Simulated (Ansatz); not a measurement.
Calculation for Lu (fcc type): DFT, PBE, all-electron LAPW, scalar-relativistic (Ansatz 0.2.0). This run: fcc relaxed under pressure.

The cell comes from a relaxation on PAW files under the same functional, begun from a prototype that needn't be the stable phase.

Command: `ansatz run input.yaml --threads 1 --pin off --max-ram 3584MiB --backend cpu --events-out ev --progress --plain --runs-dir out` It took 41 s on 1 thread of Arm Neoverse V1, with other jobs on the host, peak memory 0.47 GiB.

```yaml
crystal:
  lattice:
    - [0.0, 1.9349379062, 1.9349379062]
    - [1.9349379062, 0.0, 1.9349379062]
    - [1.9349379062, 1.9349379062, 0.0]
  atoms:
    - { symbol: Lu, position: [0.0, 0.0, 0.0] }
kpoints:
  mp_grid: { grid: [17, 17, 17] }
scf:
  occupations: { method: fermi_dirac, width: 0.05 }
hamiltonian:
  xc: pbe
  pseudopotentials: { kind: all_electron, lapw: { basis_error: 0.0005 } }
output:
  forces: true
  stress: true
  eigenvalues: true
relax:
  f_tol: 0.005
  max_steps: 12
  cell: { p_target: 100.0, stress_tol: 0.05 }
```

Output:

```
The last accepted step is kept in <dir> (removed where the run ends without a failure and the disk answers)
LAPW: plane waves up to 9.711 Å⁻¹, error target 5.0e-4 eV per atom; small_component_spin mean_spin; Lu in spheres of 1.327 Å, 41 of its electrons in bands, Dirac shells [] (how accurate: hamiltonian.pseudopotentials.lapw.basis_error, Limitations)
Engine: ansatz 0.2.0
Pseudopotentials: kind: all_electron
Pseudopotential: Lu, LAPW, valence charge 41, lapw/all_electron/scalar/gaussian/Lu, Koelling and Harmon's equation, gaussian nucleus
Functional definition: PBE
  parameter kappa = 0.804
  parameter beta = 0.06672455060314922
  exchange = pbe_x(kappa = kappa, mu = beta*pi^2/3)
  correlation = pbe_c(beta = beta)
Crystal: 1 atoms, lattice volume = 14.489 Å³
Basis set: ecut = 359.3271846215835 eV, 229 PW (Γ), exchange–correlation at level 2
Bands: 25, of which v1, the nominal top of the filled ones, is band 21 counted from 1 (20 counted from 0)
Symmetry: 48 space group operations
Space group: Fm-3m (ITA 225), of the structure as read, at distance tolerance 2.4e-5 Å
k-points: 165 of 4913
Non-local potential: Lu, projectors of the file, none
Initial density: superposition of atomic densities (chi_scale 0.1, normalization cell)
Initial wavefunctions: plane waves of lowest kinetic energy (no species holds an atomic orbital)
Functional: x = pbe(κ = 0.804, μ = 0.2195149727645171), c = pbe(β = 0.06672455060314922)
iter 1 solved again at ethr=1.55e-4 eV; its pass at ethr=1.00e-1 eV (dr2=6.36e-2 eV) is discarded
SCF iter   1: F=—  HF=-396240.996214 eV  |F-HF|=—  |Δ(HF+E_count)|=         —  Δρ=2.74e-2  dr2=6.39e-2  ethr=1.55e-4  ⟨swp⟩=2.8  Hψ=25797  notcnv=0
preconditioner: auto → none  [metal: Δε(μ)=0.037 eV  Ē_g=15.275 eV  σ=0.050 eV  W_gap=0.18  n_scr=8 (ndim 8)  ℏωp=46.8 eV  f_vac=0.000  D(μ)=1.15/eV (n_scr^D=14)  sad-step TF]
iter 2 solved again at ethr=5.86e-6 eV; its pass at ethr=1.55e-4 eV (dr2=2.40e-3 eV) is discarded
SCF iter   2: F=—  HF=-396241.417682 eV  |F-HF|=—  |Δ(HF+E_count)|=   4.21e-1  Δρ=7.73e-3  dr2=2.40e-3  ethr=5.86e-6  ⟨swp⟩=2.0  Hψ=22779  notcnv=0
SCF iter   3: F=—  HF=-396240.412103 eV  |F-HF|=—  |Δ(HF+E_count)|=    1.01e0  Δρ=4.71e-3  dr2=1.74e-3  ethr=5.86e-6  ⟨swp⟩=3.0  Hψ=14654  notcnv=0
SCF iter   4: F=—  HF=-396240.378137 eV  |F-HF|=—  |Δ(HF+E_count)|=   3.40e-2  Δρ=3.10e-3  dr2=8.23e-4  ethr=4.24e-6  ⟨swp⟩=3.0  Hψ=13346  notcnv=0
SCF iter   5: F=—  HF=-396240.375414 eV  |F-HF|=—  |Δ(HF+E_count)|=   2.72e-3  Δρ=3.09e-4  dr2=6.61e-6  ethr=2.01e-6  ⟨swp⟩=2.0  Hψ=12313  notcnv=0
SCF iter   6: F=—  HF=-396240.375391 eV  |F-HF|=—  |Δ(HF+E_count)|=   2.28e-5  Δρ=7.49e-5  dr2=3.42e-7  ethr=1.61e-8  ⟨swp⟩=3.0  Hψ=12488  notcnv=0
SCF iter   7: F=—  HF=-396240.375377 eV  |F-HF|=—  |Δ(HF+E_count)|=   1.41e-5  Δρ=1.90e-5  dr2=2.61e-8  ethr=8.33e-10  ⟨swp⟩=3.0  Hψ=13590  notcnv=0
SCF iter   8: F=-396240.375377 eV  HF=-396240.375377 eV  |F-HF|=2.51e-8  |Δ(HF+E_count)|=   6.51e-7  Δρ=2.13e-6  dr2=3.47e-10  ethr=6.36e-11  ⟨swp⟩=3.0  Hψ=13282  notcnv=0
SCF 1 converged in 8 iterations: F = -396240.375377 eV  dr2 = 3.47e-10
relax step   1: F+E_penalty+E_count = -396240.37537662 eV  Δ(F+E_penalty+E_count) = +0.000e0 eV  max|allowed force component| = 0.000e0 eV/Å  Δτ_max = 0.0000 Å  P = +99.995 GPa  Ω = 14.489 Å³  (8 SCF iters, accepted)
Initial density: handed on by an earlier stage of this run
Initial wavefunctions: those handed on with the density
iter 1 solved again at ethr=1.49e-11 eV; its pass at ethr=1.00e-1 eV (dr2=6.12e-9 eV) is discarded
SCF iter   1: F=—  HF=-396240.375377 eV  |F-HF|=—  |Δ(HF+E_count)|=         —  Δρ=2.13e-6  dr2=3.40e-10  ethr=1.49e-11  ⟨swp⟩=6.3  Hψ=29070  notcnv=0  reapply=70
preconditioner: auto → none  [metal: Δε(μ)=0.033 eV  Ē_g=16.564 eV  σ=0.050 eV  W_gap=0.17  n_scr=8 (ndim 8)  ℏωp=46.8 eV  f_vac=0.000  D(μ)=1.12/eV (n_scr^D=14)]
SCF iter   2: F=-396240.375377 eV  HF=-396240.375377 eV  |F-HF|=3.32e-8  |Δ(HF+E_count)|=   9.51e-8  Δρ=1.05e-6  dr2=1.04e-10  ethr=5.92e-12 (applied; sched 1.00e-12)  ⟨swp⟩=3.0  Hψ=13030  notcnv=0
SCF 2 converged in 2 iterations: F = -396240.375377 eV  dr2 = 1.04e-10
relax step   2: F+E_penalty+E_count = -396240.37537661 eV  Δ(F+E_penalty+E_count) = +9.604e-9 eV  max|allowed force component| = 0.000e0 eV/Å  Δτ_max = 0.0000 Å  P = +99.991 GPa  Ω = 14.489 Å³  stress off target by 8.54e-3 GPa  SCF on the basis re-selected at this cell (its energy is not comparable with the rows above)  (2 SCF iters)
basis re-selected at this cell: Δ(F+E_penalty+E_count) = +9.604e-9 eV, ΔP = -0.004 GPa vs the last step (what re-selecting the basis moved, after the strain that the cell walked since its last selection, with what the two solves' SCF thresholds leave and, on support functions, any second-order correction that the steps lacked; it is no measure of the basis error at this ecutwfc). This SCF's stress stands 8.54e-3 GPa from its target on what of the cell is left free (relax.cell.stress_tol is 5.00e-2 GPa) and its largest allowed force component is 0.00e0 eV/Å (relax.f_tol is 5.00e-3 eV/Å): within both
SCF converged after 2 iterations
Free energy (F): -396240.375377 eV
Harris-Foulkes:  -396240.375377 eV  (|F-HF|=3.32e-8)
Internal energy: -396240.366421 eV  (E = F + TS)
E sigma→0 (E₀):  -396240.370899 eV
Entropy (-TS):   -0.008955 eV (-8.955 meV/atom)
Fermi energy:    31.384714 eV
--- Per-component energies (eV) ---
  E_band       = -3027.011009
  E_kinetic    = 439534.118393
  E_xc         = -8215.654402
  E_electrostatic = -827558.830412  (all electrons and nuclei)
  E_smearing   = -0.008955  (= −TS)
  E_closure    = 0.000000  (closes the sum)
  E_atoms      = -396238.555643  (free atoms, spherical and without spin; not in F)
  Σ components = -396240.375377   (vs F -396240.375377, Δ=0.00e0)
  Basis errors (estimates in eV, not in F): energy 1.0e-4 per atom: plane waves 9.2e-5 (4.9e-5 summed), levels above the bands 1.6e-116, relativity 5.8e-8, radial functions 9.9e-6, core shells 5.5e-7; eigenvalues (radial functions only) 1.8e-7; not estimated: angular momenta, meshes, grids; target (lapw.basis_error) 5.0e-4; muffin-tin radii Lu 1.327 Å
--- Forces (eV/Å), atoms counted from 1 ---
  atom   1  Lu    -0.00000000     0.00000000    -0.00000000
  max |Σ_I F_I| component: 3.68e-30 eV/Å
--- Stress (GPa, compression-positive) ---
       99.991456       0.000000      -0.000000
        0.000000      99.991456       0.000000
       -0.000000       0.000000      99.991456
  P = ⅓ Tr σ = 99.9915 GPa (999.915 kbar)
--- Band table (eV; the first three rows and the last of 165) ---
  k-point 0: bands = ["-321.0318", "-321.0318", "-321.0318", "-154.9740", "-154.9740", "-154.9740", "-154.9720", "-154.9720", "-24.4285", "6.7176", "6.7176", "6.7176", "24.4471", "26.5972", "26.9136", "26.9136", "26.9136", "27.3245", "27.3245", "27.3245", "34.0092", "34.0092", "34.0092", "39.1091", "39.1091"]
  k-point 1: bands = ["-321.0318", "-321.0318", "-321.0318", "-154.9740", "-154.9740", "-154.9740", "-154.9720", "-154.9720", "-24.4109", "6.5572", "6.7011", "6.7011", "24.6870", "26.6012", "26.9081", "26.9208", "26.9208", "27.3057", "27.3057", "27.3250", "33.8281", "34.1245", "34.1245", "38.9538", "38.9538"]
  k-point 2: bands = ["-321.0318", "-321.0318", "-321.0318", "-154.9740", "-154.9740", "-154.9740", "-154.9720", "-154.9720", "-24.3604", "6.1157", "6.6540", "6.6540", "25.3418", "26.6172", "26.8933", "26.9414", "26.9414", "27.2565", "27.2565", "27.3263", "33.4034", "34.4137", "34.4137", "38.6178", "38.6178"]
  k-point 164: bands = ["-321.0318", "-321.0318", "-321.0318", "-154.9739", "-154.9739", "-154.9739", "-154.9720", "-154.9719", "-23.7078", "4.0773", "4.3117", "5.2787", "26.8850", "26.9319", "26.9358", "27.0043", "27.1074", "27.1247", "27.2045", "29.4215", "32.1025", "32.8950", "36.6661", "44.1880", "47.3781"]
--- Relaxed structure (1 steps of the walk, 1 accepted, 1 SCFs on fresh bases) ---
  F+E_penalty+E_count = -396240.37537661 eV   max|allowed force component| = 0.000e0 eV/Å   (the final SCF, on the basis selected at the relaxed cell)
  cell:  # Å, volume = 14.4888 Å³
    - [0.0, 1.9349379062, 1.9349379062]
    - [1.9349379062, 0.0, 1.9349379062]
    - [1.9349379062, 1.9349379062, 0.0]
  atoms:
    - { symbol: Lu, position: [0.0, 0.0, 0.0] }
```

Next run (bcc relaxed under pressure), as changes to the input before:

```diff
   lattice:
-    - [0.0, 1.9349379062, 1.9349379062]
-    - [1.9349379062, 0.0, 1.9349379062]
-    - [1.9349379062, 1.9349379062, 0.0]
+    - [-1.5330568166, 1.5330568166, 1.5330568166]
+    - [1.5330568166, -1.5330568166, 1.5330568166]
+    - [1.5330568166, 1.5330568166, -1.5330568166]
   atoms:
 kpoints:
-  mp_grid: { grid: [17, 17, 17] }
+  mp_grid: { grid: [18, 18, 18] }
 scf:
```

Results part of the output:

```
basis re-selected at this cell: Δ(F+E_penalty+E_count) = -6.985e-10 eV, ΔP = +0.001 GPa vs the last step (what re-selecting the basis moved, after the strain that the cell walked since its last selection, with what the two solves' SCF thresholds leave and, on support functions, any second-order correction that the steps lacked; it is no measure of the basis error at this ecutwfc). This SCF's stress stands 2.28e-4 GPa from its target on what of the cell is left free (relax.cell.stress_tol is 5.00e-2 GPa) and its largest allowed force component is 0.00e0 eV/Å (relax.f_tol is 5.00e-3 eV/Å): within both
SCF converged after 2 iterations
Free energy (F): -396240.174180 eV
Harris-Foulkes:  -396240.174180 eV  (|F-HF|=2.04e-9)
Internal energy: -396240.162891 eV  (E = F + TS)
E sigma→0 (E₀):  -396240.168535 eV
Entropy (-TS):   -0.011288 eV (-11.288 meV/atom)
Fermi energy:    31.462814 eV
--- Per-component energies (eV) ---
  E_band       = -3918.978993
  E_kinetic    = 439533.803642
  E_xc         = -8215.648863
  E_electrostatic = -827558.317670  (all electrons and nuclei)
  E_smearing   = -0.011288  (= −TS)
  E_closure    = 0.000000  (closes the sum)
  E_atoms      = -396238.555643  (free atoms, spherical and without spin; not in F)
  Σ components = -396240.174180   (vs F -396240.174180, Δ=0.00e0)
  Basis errors (estimates in eV, not in F): energy 1.3e-4 per atom: plane waves 1.1e-4 (6.0e-5 summed), levels above the bands 1.8e-119, relativity 5.9e-8, radial functions 1.5e-5, core shells 9.7e-13; eigenvalues (radial functions only) 1.1e-7; not estimated: angular momenta, meshes, grids; target (lapw.basis_error) 5.0e-4; muffin-tin radii Lu 1.288 Å
--- Forces (eV/Å), atoms counted from 1 ---
  atom   1  Lu    -0.00000000     0.00000000    -0.00000000
  max |Σ_I F_I| component: 7.36e-30 eV/Å
--- Stress (GPa, compression-positive) ---
       99.999772       0.000000       0.000000
        0.000000      99.999772      -0.000000
        0.000000      -0.000000      99.999772
  P = ⅓ Tr σ = 99.9998 GPa (999.998 kbar)
--- Band table (eV; the first three rows and the last of 195) ---
  k-point 0: bands = ["-448.3339", "-320.9365", "-320.9365", "-320.9365", "-154.8802", "-154.8802", "-154.8802", "-154.8679", "-154.8679", "-24.3205", "6.8669", "6.8669", "6.8669", "24.5964", "26.8404", "26.8404", "26.8404", "27.3518", "27.3518", "27.3518", "27.4911", "34.2834", "34.2834", "34.2834", "38.5261", "38.5261"]
  k-point 1: bands = ["-448.3339", "-320.9365", "-320.9365", "-320.9365", "-154.8802", "-154.8802", "-154.8802", "-154.8679", "-154.8679", "-24.3036", "6.7223", "6.8290", "6.8643", "24.8247", "26.8422", "26.8441", "26.8486", "27.3404", "27.3463", "27.3471", "27.4746", "34.1327", "34.2476", "34.5107", "38.2375", "38.5204"]
  k-point 2: bands = ["-448.3339", "-320.9365", "-320.9365", "-320.9365", "-154.8802", "-154.8802", "-154.8802", "-154.8679", "-154.8679", "-24.2547", "6.3214", "6.7214", "6.8568", "25.4557", "26.8500", "26.8542", "26.8731", "27.3091", "27.3238", "27.3346", "27.4406", "33.7254", "34.0785", "35.1754", "37.7337", "38.5220"]
  k-point 194: bands = ["-448.3339", "-320.9365", "-320.9365", "-320.9365", "-154.8800", "-154.8800", "-154.8800", "-154.8680", "-154.8680", "-23.3391", "4.3758", "4.3758", "4.3758", "26.8689", "26.8912", "26.8912", "27.1175", "27.1175", "27.1175", "27.3949", "27.3949", "27.3949", "43.8835", "43.8835", "43.8835", "44.9193"]
--- Relaxed structure (3 steps of the walk, 2 accepted, 1 SCFs on fresh bases) ---
  F+E_penalty+E_count = -396240.17417961 eV   max|allowed force component| = 0.000e0 eV/Å   (the final SCF, on the basis selected at the relaxed cell)
  cell:  # Å, volume = 14.4167 Å³
    - [-1.5332126864211018, 1.5332126864211018, 1.5332126864211018]
    - [1.5332126864211018, -1.5332126864211018, 1.5332126864211018]
    - [1.5332126864211018, 1.5332126864211018, -1.5332126864211018]
  atoms:
    - { symbol: Lu, position: [0.0, 0.0, 0.0] }
```

Next run (hcp relaxed under pressure), as changes to the input before:

```diff
   lattice:
-    - [-1.5330568166, 1.5330568166, 1.5330568166]
-    - [1.5330568166, -1.5330568166, 1.5330568166]
-    - [1.5330568166, 1.5330568166, -1.5330568166]
+    - [2.7165198014, 0.0, 0.0]
+    - [-1.3582599007, 2.3525751579, 0.0]
+    - [0.0, 0.0, 4.5488494137]
   atoms:
-    - { symbol: Lu, position: [0.0, 0.0, 0.0] }
+    - { symbol: Lu, position: [0.3333333333, 0.6666666667, 0.25] }
+    - { symbol: Lu, position: [0.6666666667, 0.3333333333, 0.75] }
 kpoints:
-  mp_grid: { grid: [18, 18, 18] }
+  mp_grid: { grid: [16, 16, 9] }
 scf:
```

Results part of the output:

```
basis re-selected at this cell: Δ(F+E_penalty+E_count) = +7.683e-9 eV, ΔP = -0.003 GPa vs the last step (what re-selecting the basis moved, after the strain that the cell walked since its last selection, with what the two solves' SCF thresholds leave and, on support functions, any second-order correction that the steps lacked; it is no measure of the basis error at this ecutwfc). This SCF's stress stands 4.11e-2 GPa from its target on what of the cell is left free (relax.cell.stress_tol is 5.00e-2 GPa) and its largest allowed force component is 3.33e-16 eV/Å (relax.f_tol is 5.00e-3 eV/Å): within both
SCF converged after 2 iterations
Free energy (F): -792480.731413 eV
Harris-Foulkes:  -792480.731413 eV  (|F-HF|=2.84e-8)
Internal energy: -792480.719137 eV  (E = F + TS)
E sigma→0 (E₀):  -792480.725275 eV
Entropy (-TS):   -0.012276 eV (-6.138 meV/atom)
Fermi energy:    31.291023 eV
--- Per-component energies (eV) ---
  E_band       = -6063.093704
  E_kinetic    = 879068.623327
  E_xc         = -16431.206520
  E_electrostatic = -1655118.135944  (all electrons and nuclei)
  E_smearing   = -0.012276  (= −TS)
[... lines left out ...]
--- Band table (eV; the first three rows and the last of 150) ---
  k-point 0: bands = ["-321.1491", "-321.1491", "-321.1491", "-321.1491", "-321.1354", "-321.1354", "-155.0935", "-155.0935", "-155.0935", "-155.0935", "-155.0817", "-155.0817", "-155.0811", "-155.0811", "-155.0810", "-155.0810", "-24.5364", "-24.0463", "2.8876", "6.2253", "6.2253", "6.5199", "6.6342", "6.6342", "24.3425", "26.5032", "26.5485", "26.6416", "26.8561", "26.8561", "26.9468", "26.9468", "26.9626", "26.9626", "26.9798", "27.1336", "27.1336", "27.2117", "27.2233", "27.4395", "33.4243", "33.9349", "33.9349", "35.2432", "35.2432", "35.8925", "37.2056", "37.2056", "41.2782", "41.2782"]
  k-point 1: bands = ["-321.1491", "-321.1491", "-321.1491", "-321.1491", "-321.1354", "-321.1354", "-155.0935", "-155.0935", "-155.0935", "-155.0935", "-155.0817", "-155.0817", "-155.0811", "-155.0811", "-155.0810", "-155.0810", "-24.5222", "-24.0618", "2.9791", "6.2374", "6.2374", "6.3834", "6.6216", "6.6216", "24.5498", "26.5008", "26.5400", "26.6584", "26.8462", "26.8462", "26.9315", "26.9315", "26.9608", "26.9824", "26.9824", "27.1448", "27.1448", "27.2120", "27.2229", "27.4824", "33.3111", "33.8680", "33.8680", "35.1131", "35.1131", "35.5478", "37.4642", "37.4642", "41.3704", "41.3704"]
  k-point 2: bands = ["-321.1491", "-321.1491", "-321.1491", "-321.1491", "-321.1354", "-321.1354", "-155.0935", "-155.0935", "-155.0935", "-155.0935", "-155.0817", "-155.0817", "-155.0811", "-155.0811", "-155.0810", "-155.0810", "-24.4813", "-24.1060", "3.2471", "6.0044", "6.2721", "6.2721", "6.5853", "6.5853", "25.1222", "26.4957", "26.5244", "26.6998", "26.8306", "26.8306", "26.8985", "26.8985", "26.9170", "27.0265", "27.0265", "27.1640", "27.1640", "27.2130", "27.2219", "27.5698", "33.0257", "33.7498", "33.7498", "34.6911", "34.7868", "34.7868", "38.1426", "38.1426", "41.5154", "41.5154"]
  k-point 149: bands = ["-321.1491", "-321.1491", "-321.1491", "-321.1491", "-321.1354", "-321.1354", "-155.0934", "-155.0934", "-155.0934", "-155.0934", "-155.0816", "-155.0816", "-155.0811", "-155.0811", "-155.0811", "-155.0810", "-23.8576", "-23.8508", "3.5680", "3.5720", "4.1916", "4.3630", "5.8608", "5.9036", "26.7324", "26.7497", "26.7552", "26.7664", "26.7874", "26.8001", "26.9087", "26.9096", "26.9326", "26.9571", "27.0226", "27.0262", "27.1009", "27.1010", "29.6970", "29.7711", "30.7405", "31.1420", "33.6155", "33.7449", "35.9346", "36.3765", "41.3930", "41.6814", "46.4726", "46.7011"]
--- Relaxed structure (1 steps of the walk, 1 accepted, 1 SCFs on fresh bases) ---
  F+E_penalty+E_count = -792480.73141319 eV   max|allowed force component| = 3.331e-16 eV/Å   (the final SCF, on the basis selected at the relaxed cell)
  cell:  # Å, volume = 29.0709 Å³
    - [2.7165198014023915, 0.0, 0.0]
    - [-1.3582599007011957, 2.3525751578979293, 0.0]
    - [0.0, 0.0, 4.5488494137]
  atoms:
    - { symbol: Lu, position: [0.3333333333333333, 0.6666666666666666, 0.25] }
    - { symbol: Lu, position: [0.6666666666666666, 0.3333333333333333, 0.7499999999999999] }
```

Spin–orbit coupling is left out, which matters for the heavy atoms.
